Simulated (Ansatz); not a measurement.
The elements of this relaxed trial crystal are hidden behind letters.

```
lattice vectors (Å)
   5.5953    0.0000    0.0000
   0.0000    5.5953    0.0000
   0.0000    0.0000    3.8775
fractional positions
X 0.5000 0.0000 0.5000
X 0.0000 0.5000 0.5000
Z 0.0000 0.0000 0.0000
Z 0.5000 0.5000 0.0000
Q 0.0000 0.0000 0.5000
Q 0.2539 0.2539 0.0000
Q 0.7461 0.7461 0.0000
Q 0.2539 0.7461 0.0000
Q 0.7461 0.2539 0.0000
```

Level of theory: Ansatz, DFT PBE, scalar-relativistic, plane waves, PAW. The final run on the 9-atom cell used 420 eV, a Γ-centred 8×8×10 mesh, 0.10 eV smearing and no spin polarisation.

- Space group: P4/mmm (No. 123)
- Conventional cell: a = 5.595 Å, c = 3.878 Å
- Volume per atom: 13.49 Å³
- Density: 6.23 g/cm³
- Formation energy: −2.26 eV/atom
- Gap on the 8×8×10 mesh of the 9-atom cell: 0 eV (a metal)

Energies are uncorrected and count from the elements' standard states at the same level.

Problem. X is an s-block element of period 2, Z is a d-block element of period 6 and Q is a p-block element of period 2. Which elements are they?

Solution. X = Li, Z = Ta, Q = O, so the formula is Li2Ta2O5. Density times volume gives a mean mass of 6.23 × 13.49/1.6605 = 50.6 u per atom, and this set has 50.6 u. Around Li lie 10 O at 2.77–2.80 Å (long against the sum of covalent radii); Ta on its first site is surrounded by 6 O at 1.94–2.01 Å; O on a site of symmetry 4/mmm has 2 Ta at 1.94 Å, 8 O at 2.79 Å and 4 Li at 2.80 Å; 2 more sites not described. Other sets within the hints have nearly the same mass, so mass alone doesn't settle it; this one was computed.

Spin–orbit coupling, which can matter for Ta, is left out. Symmetry constrained the relaxation, so the result can be a saddle point.
